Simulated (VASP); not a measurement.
# Se (P3_121) in VASP: notebook

Runs on Se. Level: PBE+D3(BJ). Tasks: relaxation of cell and atoms.

Everything below comes from runs of VASP 6.6.1. Logs are shortened: lines on timing, memory, paths and dates and some standing lists are left out, and cuts for length are marked.

## Step 1: Starting point

Symmetry: P3_121, No. 152, trigonal system. Conventional cell: a = 4.366 Å, b = 4.366 Å, c = 4.954 Å, α = 90.00°, β = 90.00°, γ = 120.00°. Around Se (site symmetry 2) lie 2 Se at 2.37 Å.

## Step 2: Relaxation of cell and atoms, PBE+D3(BJ)

INCAR reads:

```
SYSTEM = Se
PREC = Accurate ; ENCUT = 600
EDIFF = 1E-6 ; ISMEAR = 0
SIGMA = 0.03 ; LREAL = .FALSE.
LASPH = .TRUE. ; NELM = 80
ALGO = Normal ; ISIF = 3
LWAVE = .FALSE. ; LCHARG = .FALSE.
GGA = PE ; IVDW = 12
IBRION = 2 ; NSW = 90
EDIFFG = -0.01
```

KPOINTS reads:

```
regular mesh
0
G
  9 9 6
  0 0 0
```

POSCAR reads:

```
Se
1.0
    4.3662000000      0.0000000000      0.0000000000
   -2.1831000000      3.7812401200      0.0000000000
    0.0000000000      0.0000000000      4.9536000000
Se
3
Direct
    0.2254000000      0.0000000000      0.3333333300
    0.0000000000      0.2254000000      0.6666666700
    0.7746000000      0.7746000000      0.0000000000
```

Potentials or basis: VASP PAW PBE potentials, release 64 (Se).

Run with:

```
$ cat potpaw_PBE.64/Se/POTCAR > POTCAR
$ mpirun -np 1 vasp_std > vasp.out
```

OUTCAR:

```text
SYSTEM = Se
   PREC = Accurate
   ENCUT = 600
   EDIFF = 1E-6
   ISMEAR = 0
   LREAL = .FALSE.
   LASPH = .TRUE.
   NELM = 80
   ISIF = 3
   GGA = PE
   IVDW = 12
   IBRION = 2
   NSW = 90
   EDIFFG = -0.01
 IVDW          = 12

 ion  position               nearest neighbor table
   1  0.225  0.000  0.333-   3 2.37   2 2.37
   2  0.000  0.225  0.667-   3 2.37   1 2.37
   3  0.775  0.775  0.000-   1 2.37   2 2.37

  LATTYP: Found a hexagonal cell.
 ALAT       =     4.3662000000
 C/A-ratio  =     1.1345334616

  Lattice vectors:

 A1 = (   4.3662000000,   0.0000000000,   0.0000000000)
 A2 = (  -2.1831000000,   3.7812401200,   0.0000000000)
 A3 = (   0.0000000000,   0.0000000000,   4.9536000000)

Analysis of symmetry for initial positions (statically):
=====================================================================
 Subroutine PRICEL returns:
 Original cell was already a primitive cell.

 Routine SETGRP: Setting up the symmetry group for a
 hexagonal supercell.

 Subroutine GETGRP returns: Found  6 space group operations
 (whereof  2 operations were pure point group operations)
 out of a pool of 24 trial point group operations.

The static configuration has the point symmetry C_2 .
 The point group associated with its full space group is D_3 .

Analysis of symmetry for dynamics (positions and initial velocities):
=====================================================================
 Subroutine PRICEL returns:
 Original cell was already a primitive cell.

 Routine SETGRP: Setting up the symmetry group for a
 hexagonal supercell.

 Subroutine GETGRP returns: Found  6 space group operations
 (whereof  2 operations were pure point group operations)
 out of a pool of 24 trial point group operations.

The dynamic configuration has the point symmetry C_2 .
 The point group associated with its full space group is D_3 .

 Subroutine INISYM returns: Found  6 space group operations
 (whereof  2 operations are pure point group operations),
 and found     1 'primitive' translations

----------------------------------------------------------------------------------------

                                     Primitive cell

  volume of cell :      81.7822

  direct lattice vectors                    reciprocal lattice vectors
     4.366200000  0.000000000  0.000000000     0.229032110  0.132231750  0.000000000
    -2.183100000  3.781240120  0.000000000     0.000000000  0.264463501  0.000000000
     0.000000000  0.000000000  4.953600000     0.000000000  0.000000000  0.201873385

  length of vectors
     4.366200000  4.366200002  4.953600000     0.264463501  0.264463501  0.201873385

  position of ions in fractional coordinates (direct lattice)
     0.225400000  0.000000000  0.333333330
[... 94 lines left out ...]
   EFERMI =   0.00;   METHOD = LEGACY
   ISMEAR =     0;   SIGMA  =   0.03  broadening in eV -4-tet -1-fermi 0-gaus
   EFERMI_NEDOS =   21; number of points for ismear=-14 and -15
   IALGO  =     38    algorithm
   IMIX   =      4    mixing-type and parameters
     AMIX     =   0.40;   BMIX     =  1.00
     AMIX_MAG =   1.60;   BMIX_MAG =  1.00
  volume/ion in A,a.u.               =      27.26       183.96
  Fermi-wavevector in a.u.,A,eV,Ry     =   0.988430  1.867862 13.292817  0.976995
  Thomas-Fermi vector in A             =   2.119956
   LORBIT       =      0    0 simple, 1 ext, 2 COOP (PROOUT), +10 PAW based schemes
   GGA     = PE    functional components
   LHFCALC =     F    Hartree Fock is set to
   AEXX    =    0.0000 exact exchange contribution
   IVDW    =    12    specifies the selected vdW correction
   LEPSILON=     F    determine dielectric tensor
   LRPA    =     F    only Hartree local field effects (RPA)
 conjugate gradient relaxation of ions
 non-spin polarized calculation
 Gauss-broadening in eV      SIGMA  =   0.03
  energy-cutoff  :      600.00
  volume of cell :       81.78
 maximum number of plane-waves:      2756
 NGX is ok and might be reduce to    36
   NGX = 17   NGY = 17   NGZ = 19

--------------------------------------- Ionic step        1  -------------------------------------------

 number of electron      18.0000000 magnetization

 Free energy of the ion-electron system (eV)
  ---------------------------------------------------
  ext. energy  EPLUGINS =         0.00000000
  ---------------------------------------------------
  free energy    TOTEN  =       -10.47005341 eV

  energy without entropy =      -10.47005341  energy(sigma->0) =      -10.47005341

------------------------ aborting loop because EDIFF is reached ----------------------------------------

 Edisp (eV)   -0.94632

 E8    (eV) :    -0.3892
[... 108 lines left out ...]
  FREE ENERGIE OF THE ION-ELECTRON SYSTEM (eV)
  ---------------------------------------------------
  free  energy   TOTEN  =       -11.4317445182 eV

  energy  without entropy=      -11.4317445182  energy(sigma->0) =      -11.43174452

[... ionic steps 4 to 12 ...]

--------------------------------------- Ionic step       13  -------------------------------------------

 number of electron      17.9999999 magnetization

------------------------ aborting loop because EDIFF is reached ----------------------------------------
[... 77 lines left out ...]
--------------------------------------- Ionic step       15  -------------------------------------------

 number of electron      17.9999999 magnetization

 Free energy of the ion-electron system (eV)
  ---------------------------------------------------
  ext. energy  EPLUGINS =         0.00000000
  ---------------------------------------------------
  free energy    TOTEN  =       -10.42333570 eV

  energy without entropy =      -10.42333570  energy(sigma->0) =      -10.42333570

 E-fermi :   3.8061     XC(G=0):  -9.4363

 val. band max:        3.6791251521   @ k =   0.3333   0.3333   0.5000
 cond. band min:       4.1932907177   @ k =   0.3333   0.3333   0.5000
 fundamental gap:      0.5141655657
 Fermi energy:         3.8061123431

 k-point     1 :       0.0000    0.0000    0.0000
  band No.  band energies     occupation
      1     -12.2623      2.00000
      2      -8.2282      2.00000
      3      -8.2282      2.00000
      4       0.0582      2.00000
      5       0.2554      2.00000
      6       0.2554      2.00000
      7       1.8254      2.00000
      8       1.8254      2.00000
      9       3.1565      2.00000
     10       5.1483      0.00000
     11       5.1483      0.00000
     12       5.7462      0.00000
     13      10.0985      0.00000
[... 354 lines left out ...]
  band No.  band energies     occupation
      1     -11.6342      2.00000
      2      -9.2357      2.00000
      3      -7.5136      2.00000
      4      -1.6345      2.00000
      5      -1.1270      2.00000
      6       0.0631      2.00000
      7       1.5415      2.00000
      8       2.3176      2.00000
      9       3.0383      2.00000
     10       5.0291      0.00000
     11       5.7411      0.00000
     12       6.0909      0.00000
     13       9.0005      0.00000

 [... further k-points ...]

------------------------ aborting loop because EDIFF is reached ----------------------------------------

 Edisp (eV)   -1.06919

 E8    (eV) :    -0.4418
[... 26 lines left out ...]
  FREE ENERGIE OF THE ION-ELECTRON SYSTEM (eV)
  ---------------------------------------------------
  free  energy   TOTEN  =       -11.4925258287 eV

  energy  without entropy=      -11.4925258286  energy(sigma->0) =      -11.49252583

 reached required accuracy - stopping structural energy minimisation
```

CONTCAR:

```text
Se
   1.00000000000000
     4.0646724091357340    0.0000000000000000    0.0000000000000000
    -2.0323362045678670    3.5201095659564130    0.0000000000000000
    -0.0000000000000000    0.0000000000000000    5.1336898780394673
  Se
     3
Direct
     0.2477491649870685    0.0000000000000000    0.3333333300000021
     0.0000000000000018    0.2477491649870721    0.6666666699999979
     0.7522508350129296    0.7522508350129279    0.0000000000000000

  0.00000000E+00  0.00000000E+00  0.00000000E+00
  0.00000000E+00  0.00000000E+00  0.00000000E+00
  0.00000000E+00  0.00000000E+00  0.00000000E+00
```

Wall time 3.1 min (1 thread of Intel Xeon 6975P-C (Granite Rapids), shared host); peak memory 0.28 GiB.

Results:

* Free energy: -11.4925 eV
* Relaxed volume: 24.48 Å³/atom
* Relaxed cell: a = 4.065 Å, b = 4.065 Å, c = 5.134 Å, α = 90.00°, β = 90.00°, γ = 120.00°
* Space group after relaxing (to 0.05 Å): P3_121 (No. 152)
* Energy gained by relaxing: 25.4 meV/atom
* Ionic steps: 15
* Pressure after relaxing: 0.0 GPa
* Band gap on the k mesh: 0.51 eV, direct
* Dispersion energy per atom: -0.356 eV

Forces on the atoms (eV/Å):
```
Se   0.003  0.000  0.000
Se  -0.001  0.002  0.000
Se  -0.001 -0.002  0.000
```

Step by step:
```csv
step,energy change (eV),largest force (eV/Å),pressure (GPa),volume (Å³)
1,0.0000,0.4482,0.86,81.78
2,-0.0111,0.0980,-1.80,83.51
3,-0.0154,0.0793,-0.92,82.90
4,-0.0280,0.0821,-0.82,81.61
5,-0.0585,0.1045,-0.28,77.77
6,-0.0600,0.1864,2.15,70.28
7,-0.0717,0.1570,0.73,74.05
8,-0.0747,0.0748,-0.61,73.96
9,-0.0759,0.0015,-0.16,74.00
10,-0.0759,0.0011,-0.18,74.00
11,-0.0761,0.0056,-0.10,73.67
12,-0.0761,0.0093,-0.03,73.35
13,-0.0761,0.0071,-0.06,73.48
14,-0.0761,0.0100,0.06,73.43
15,-0.0762,0.0026,0.01,73.45
```

Final structure:
```
Se
1.0
     4.06467    0.00000    0.00000
    -2.03234    3.52011    0.00000
     0.00000    0.00000    5.13369
Se
3
Direct
  0.24775 0.00000 0.33333
  0.00000 0.24775 0.66667
  0.75225 0.75225 0.00000
```

Caveat: an odd mesh through Γ misses points on the zone boundary, where band edges often lie; the volume moved by -10 % from the deposited cell, more than functionals usually miss.

## Step 3: Relaxation of cell and atoms, PBE+D3(BJ)

This run uses another cell than the first one, of 24.48 Å³/atom, 0.898 times its volume.

INCAR reads:

```
SYSTEM = Se
PREC = Accurate ; ENCUT = 600
EDIFF = 1E-7 ; ISMEAR = 0
SIGMA = 0.03 ; LREAL = .FALSE.
LASPH = .TRUE. ; NELM = 80
ALGO = Normal ; ISIF = 3
LWAVE = .FALSE. ; LCHARG = .FALSE.
GGA = PE ; IVDW = 12
IBRION = 2 ; NSW = 90
EDIFFG = -0.005
```

KPOINTS is that of step 2.

POSCAR reads:

```
Se                                      
1.0
    4.0646724091      0.0000000000      0.0000000000
   -2.0323362046      3.5201095660      0.0000000000
   -0.0000000000      0.0000000000      5.1336898780
  Se            
     3
Direct
     0.2477491649870685    0.0000000000000000    0.3333333300000021
     0.0000000000000018    0.2477491649870721    0.6666666699999979
     0.7522508350129296    0.7522508350129279    0.0000000000000000
```

Potentials or basis: VASP PAW PBE potentials, release 64 (Se).

Run with:

```
$ cat potpaw_PBE.64/Se/POTCAR > POTCAR
$ mpirun -np 1 vasp_std > vasp.out
```

Wall time 23 s (1 thread of Intel Xeon 6975P-C (Granite Rapids), shared host); peak memory 0.23 GiB.

Results (log left out):

```yaml
Free_energy: -11.4921 eV
Pressure_after_relaxing: 0.0 GPa
Band_gap_on_the_k_mesh: 0.51 eV, direct
Dispersion_energy_per_atom: -0.356 eV
```

Forces on the atoms (eV/Å):
```
Se   0.003  0.000  0.000
Se  -0.001  0.002  0.000
Se  -0.001 -0.002  0.000
```

Final structure:
```
Se
1.0
     4.06467    0.00000    0.00000
    -2.03234    3.52011    0.00000
     0.00000    0.00000    5.13369
Se
3
Direct
  0.24775 0.00000 0.33333
  0.00000 0.24775 0.66667
  0.75225 0.75225 0.00000
```

Levels at points of the mesh, in eV from the valence-band top:
```
           k point  band 6  band 7  band 8  band 9  band 10  band 11  band 12  band 13
(0.00, 0.00, 0.00)   -3.42   -1.85   -1.85   -0.52     1.47     1.47     2.07     6.42
(0.00, 0.00, 0.50)   -3.08   -1.37   -1.33   -1.33     0.94     0.97     0.97     5.69
```

Caveat: the relaxation stopped at its first step, so nothing moved; an odd mesh through Γ misses points on the zone boundary, where band edges often lie.
